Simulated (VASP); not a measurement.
A run of VASP 6.6.1 is set up as follows.

File POSCAR:

```
SiC
1.0
    0.0000000000      2.1790000000      2.1790000000
    2.1790000000      0.0000000000      2.1790000000
    2.1790000000      2.1790000000      0.0000000000
Si C
1 1
Direct
    0.0000000000      0.0000000000      0.0000000000
    0.7500000000      0.7500000000      0.7500000000
```

The input INCAR.step1:

```
ALGO = Normal
EDIFF = 1E-5
ENCUT = 520
GGA = PE
ISIF = 2
ISMEAR = 0
KPAR = 4
LASPH = T
LCHARG = F
LREAL = F
LWAVE = T
NELM = 80
PREC = Accurate
SIGMA = 0.02
```

INCAR.step2

```
ALGO = Normal
EDIFF = 1E-7
ENCUT = 520
GGA = PE
HFSCREEN = 0.2
ISIF = 2
ISMEAR = 0
ISTART = 1
KPAR = 4
LASPH = T
LCHARG = F
LHFCALC = T
LREAL = F
LWAVE = F
NELM = 80
PREC = Accurate
PRECFOCK = Fast
SIGMA = 0.02
```

File KPOINTS:

```
k-points
0
Gamma
  8 8 8
```

Contents of KPOINTS_OPT:

```
path GXWKGLUWLK,UX
8
line-mode
reciprocal
 0.0000000000  0.0000000000  0.0000000000  G
 0.5000000000  0.0000000000  0.5000000000  X

 0.5000000000  0.0000000000  0.5000000000  X
 0.5000000000  0.2500000000  0.7500000000  W

 0.5000000000  0.2500000000  0.7500000000  W
 0.3750000000  0.3750000000  0.7500000000  K

 0.3750000000  0.3750000000  0.7500000000  K
 0.0000000000  0.0000000000  0.0000000000  G

 0.0000000000  0.0000000000  0.0000000000  G
 0.5000000000  0.5000000000  0.5000000000  L

 0.5000000000  0.5000000000  0.5000000000  L
 0.6250000000  0.2500000000  0.6250000000  U

 0.6250000000  0.2500000000  0.6250000000  U
 0.5000000000  0.2500000000  0.7500000000  W

 0.5000000000  0.2500000000  0.7500000000  W
 0.5000000000  0.5000000000  0.5000000000  L

 0.5000000000  0.5000000000  0.5000000000  L
 0.3750000000  0.3750000000  0.7500000000  K

 0.6250000000  0.2500000000  0.6250000000  U
 0.5000000000  0.0000000000  0.5000000000  X
```

Potentials or basis: VASP PAW PBE potentials, release 64 (Si, C).

Run with:

```sh
$ cat potpaw_PBE.64/Si/POTCAR potpaw_PBE.64/C/POTCAR > POTCAR
$ cp INCAR.step1 INCAR
$ mpirun -np 4 vasp_std > vasp.out
$ cp INCAR.step2 INCAR
$ mpirun -np 4 vasp_std > vasp.out
```

(1) What does it give for the band gap on the k mesh?

(2) Predict the band gap along the path.

(3) Predict the pressure.

## Answers

(1) 2.25 eV, indirect (least direct gap 5.75 eV).

(2) 2.25 eV, indirect (least direct gap 5.75 eV).

(3) -1.8 GPa.

Caveat: the PAW data sets were made with another functional, which shifts forces and pressure a little.

**Experimental background.**

“Insight into the structural, elastic and electronic properties of a new orthorhombic 6O-SiC polytype”, 2020, pmc:7200658 quotes, for a bulk crystal of SiC: band gap 2.4 eV (indirect).

A measured gap of SiC is 2.4 eV (indirect; quoted in “Insight into the structural, elastic and electronic properties of a new orthorhombic 6O-SiC polytype”, 2020, pmc:7200658); the calculated 2.25 eV misses it by -0.15 eV. The value is that of HSE06, without temperature or zero-point motion.
